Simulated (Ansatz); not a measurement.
Molecular dynamics on a 1×1×1 supercell (8 atoms) of ZnSiP2 (I-42d), relaxed with r2SCAN. Forces come from r2SCAN in the PAW code Ansatz: a Nosé-Hoover thermostat at fixed volume, 600 K, steps of 2 fs. Spin polarisation is off, nuclei are classical, and the run is far too short for thermal averages.

```yaml
crystal:
  lattice:
    - [-2.6881834136, 2.6881834136, 5.2340656956]
    - [2.6881834136, -2.6881834136, 5.2340656956]
    - [2.6881834136, 2.6881834136, -5.2340656956]
  atoms:
    - { symbol: Zn, position: [0.0, 0.0, 0.0] }
    - { symbol: Zn, position: [0.75, 0.25, 0.5] }
    - { symbol: Si, position: [0.5, 0.5, 0.0] }
    - { symbol: Si, position: [0.25, 0.75, 0.5] }
    - { symbol: P, position: [0.375, 0.391875937, 0.516875937] }
    - { symbol: P, position: [0.875, 0.858124063, 0.483124063] }
    - { symbol: P, position: [0.608124063, 0.125, 0.983124063] }
    - { symbol: P, position: [0.141875937, 0.625, 0.016875937] }
kpoints:
  mp_grid: { grid: [4, 4, 4] }
hamiltonian:
  xc: r2scan
scf:
  occupations: { method: fermi_dirac, width: 0.052 }
md:
  ensemble: nvt_nose_hoover
  temperature: 600
  timestep: 2.0
  n_steps: 30
  initial_velocities: maxwell_boltzmann
  seed: 837
```

Run as `ansatz run input.yaml --threads 4 --pin off --max-ram 4608MiB --backend cpu --events-out ev --progress --plain --runs-dir out`.

Task: What wall time did it need on 4 threads of Arm Neoverse N1, with other jobs on the host, load about 0.9 per core, and what peak of host memory did it reach?

Result: About 6.3 min, with a peak of 1.1 GiB.

```csv
step,t (fs),T (K),free energy F from step 0 (meV/atom),kinetic energy (meV/atom),largest force (eV/Å)
0,0,600,0.0,67.9,0.00
1,2,591,1.1,66.8,0.37
2,4,563,4.2,63.7,0.70
3,6,522,8.9,59.1,0.99
4,8,471,14.7,53.3,1.24
5,10,414,21.2,46.9,1.45
6,12,358,27.6,40.5,1.63
7,14,305,33.6,34.5,1.78
8,16,261,38.7,29.5,1.90
9,18,226,42.7,25.6,1.99
10,20,204,45.2,23.1,2.04
11,22,194,46.5,21.9,2.08
12,24,195,46.4,22.0,2.08
13,26,205,45.3,23.2,2.05
14,28,222,43.5,25.1,2.00
15,30,243,41.2,27.5,1.92
16,32,265,38.8,30.0,1.81
17,34,286,36.7,32.3,1.67
18,36,302,35.1,34.1,1.49
19,38,311,34.2,35.2,1.29
20,40,313,34.3,35.4,1.05
21,42,306,35.3,34.6,1.09
22,44,291,37.3,32.9,1.42
23,46,269,40.1,30.4,1.76
24,48,242,43.5,27.4,2.08
25,50,214,46.9,24.2,2.37
26,52,189,50.0,21.4,2.61
27,54,173,52.0,19.6,2.78
28,56,170,52.7,19.2,2.85
29,58,181,51.6,20.5,2.82
30,60,208,48.9,23.5,2.67
```

The temperature starts at 600 K, is lowest at step 28 (170 K, 56 fs) and ends at 208 K. The thermostat hasn't had time to restore it. The atoms start on their lattice sites with kinetic energy alone, so much of it first passes into potential energy. By the last step the atoms have moved 0.13 Å in the root mean square, the drift of the whole cell taken out, 0.21 Å at most.

Positions (Å) and forces (eV/Å) at step 30:
```
Zn   0.164  -0.052  -0.070    -0.733   0.244   0.392
Zn  -0.031   2.814   2.563    -0.063  -0.594   0.213
Si  -0.020  -0.007   5.303    -0.419  -0.248   0.043
Si   2.518  -0.095   2.724     2.138   1.164  -1.091
P    1.388   1.313   1.416    -0.044   0.548  -0.753
P    1.201   1.379   6.524    -0.174   0.498   0.291
P    1.383   3.885  -1.366    -0.295  -0.378   0.052
P    1.298  -1.265   3.996    -0.411  -1.233   0.853
```
